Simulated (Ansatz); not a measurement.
## Charge transition levels of the H interstitial in GaP, term by term

Theory: Ansatz 0.2.0, DFT PBE, scalar-relativistic, plane waves, PAW. Run with 420 eV cutoff, 3×3×3 k-mesh, Gaussian smearing of 0.01 eV, collinear spin in charge 0 alone.

Host crystal, relaxed:

```yaml
crystal:
  lattice:
    - [0.00000, 2.75256, 2.75256]
    - [2.75256, 0.00000, 2.75256]
    - [2.75256, 2.75256, 0.00000]
  atoms:
    - { symbol: Ga, position: [0.00000, 0.00000, 0.00000] }
    - { symbol: P, position: [0.25000, 0.25000, 0.25000] }
```

The H interstitial was set at (0.500, 0.500, 0.500) of the host cell, in a supercell of 32 sites (667 Å³), relaxed at fixed cell in each charge q. The host's Kohn–Sham gap is 1.58 eV and its static dielectric constant 12.9 (mean). For each charge: the supercell's free energy over the neutral one with q electrons exchanged at the valence band top, F(q) − F(0) + qE_v; the image-charge term; and the term that aligns the potential far from the defect with the host's.

| q | F(q) − F(0) + qE_v (eV) | image charge (eV) | alignment (eV) |
| --- | --- | --- | --- |
| +1 | 0.016 | 0.185 | -0.011 |
| 0 | 0.000 | 0.000 | 0.000 |
| -1 | 0.792 | 0.185 | -0.067 |

**Question.** Add the terms and find the levels between neighbouring charges, ε(q/q′) = [A(q′) − A(q)]/(q − q′), with and without the two corrections.

**Answer.** A(q): 0.190 eV for +1, 0.000 eV for 0, 0.910 eV for -1.
```json
{"level": "(+1/0)", "corrected (eV over E_v)": "-0.19", "uncorrected (eV)": "-0.02"}
{"level": "(0/-1)", "corrected (eV over E_v)": "0.91", "uncorrected (eV)": "0.79"}
```

As a check, a point charge in a simple cubic cell of this volume has q²αe²/(2εL) = 0.182 q² eV (e² = 14.40 eV Å, α = 2.837, L = 8.74 Å); the shape of the real cell can change it somewhat. The term grows as q², so it pushes donor levels down and acceptor levels up. The program doubts the alignment for q = -1, so levels beside it are uncertain by about that term.

**Question.** Which of these charges is lowest with the Fermi level at the valence band top, at mid-gap and at the conduction band bottom?

**Answer.** The line A(q) + qE_F that lies lowest gives the charge: 0 at E_F = 0.00 eV, 0 at E_F = 0.79 eV, -1 at E_F = 1.58 eV. (+1/0) falls outside this Kohn–Sham gap, so the change of charge isn't reached within it; the real gap is usually wider and may hold a localised level, while a level that comes from a carrier in the host's bands only marks the band edge and moves with it. In charge +1 the cell has partly filled levels, from a carrier spread over the host's bands, a defect level that the small cell broadens into a band, or a degenerate defect level that the symmetric start can't split, so the levels beside it are doubtful. In charge +1 the extra carrier sits in the host's bands, sampled away from their edge; a term of -0.19 eV would put the level beside it at that edge (it also undoes corrections that don't apply to a spread carrier) and isn't included above. Charges beyond those computed could lie lower near the band edges.

**Question.** The neutral defect forms at 2.19 eV with atoms taken from and returned to the elements. What are the formation energies at those three Fermi levels, and what share of sites would hold the defect at 1200 K with E_F at mid-gap, if the host still stood at that temperature?

**Answer.** E_f = E_f(0) + A(q) + qE_F = 2.19, 2.19, 1.52 eV. In the dilute limit the share is exp(−E_f/k_BT) = exp(−2.195/0.1034) = 6.1×10⁻¹⁰, leaving out degeneracy and vibrational entropy. This is the H-rich limit; a poorer supply of H, or a competing compound of it, raises E_f. The small cell and the narrow Kohn–Sham gap leave errors of tenths of an eV or more, which change the share by orders of magnitude.